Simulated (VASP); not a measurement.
A run of VASP 6.6.1 is set up as follows.

Contents of POSCAR:

```
SnSe2
1.0
    3.8110000000      0.0000000000      0.0000000000
   -1.9055000000      3.3004228138      0.0000000000
    0.0000000000      0.0000000000      6.1360000000
Sn Se
1 2
Direct
    0.0000000000      0.0000000000      0.0000000000
    0.6666666667      0.3333333333      0.7510000000
    0.3333333333      0.6666666667      0.2490000000
```

File INCAR.step1:

```
SYSTEM = SnSe2
PREC = Accurate ; ENCUT = 600
EDIFF = 1E-8 ; ISMEAR = 0
SIGMA = 0.02 ; LREAL = .False.
LASPH = .True. ; NELM = 100
ALGO = Normal ; ISIF = 3
LWAVE = .False. ; LCHARG = .False.
GGA = PS ; IBRION = 2
NSW = 40 ; EDIFFG = -0.002
```

The input INCAR.step2:

```
SYSTEM = SnSe2
PREC = Accurate ; ENCUT = 600
EDIFF = 1E-8 ; ISMEAR = 0
SIGMA = 0.02 ; LREAL = .False.
LASPH = .True. ; NELM = 100
ALGO = Normal ; ISIF = 2
LWAVE = .False. ; LCHARG = .False.
GGA = PS ; IBRION = 8
NSW = 1
```

Contents of KPOINTS:

```
regular mesh
0
Gamma
  6 6 4
  0 0 0
```

Potentials or basis: VASP PAW PBE potentials, release 64 (Sn_d, Se).

Command:

```sh
$ cat potpaw_PBE.64/Sn_d/POTCAR potpaw_PBE.64/Se/POTCAR > POTCAR
$ cp INCAR.step1 INCAR
$ mpirun -np 1 vasp_std > vasp.out
$ cp CONTCAR POSCAR
$ cp INCAR.step2 INCAR
$ mpirun -np 1 vasp_std > vasp.out
```

Q: Estimate the highest phonon frequency at Γ, LO-TO splitting left out.

A: 244 cm⁻¹.

Q: Predict the relaxed cell.

A: a = 3.824 Å, b = 3.824 Å, c = 6.141 Å, α = 90.00°, β = 90.00°, γ = 120.00°.

Q: What does it give for the relaxed volume?

A: 25.93 Å³/atom.

Final structure:
```
Sn Se
1.0
     3.82435    0.00000    0.00000
    -1.91217    3.31198    0.00000
     0.00000    0.00000    6.14096
Sn Se
1 2
Direct
  0.00000 0.00000 0.00000
  0.66667 0.33333 0.74188
  0.33333 0.66667 0.25812
```

Caveat: the PAW data sets were made with another functional, which shifts forces and pressure a little; this functional lacks dispersion, which binds the layers, so the pressure and a relaxed spacing across them are unreliable.
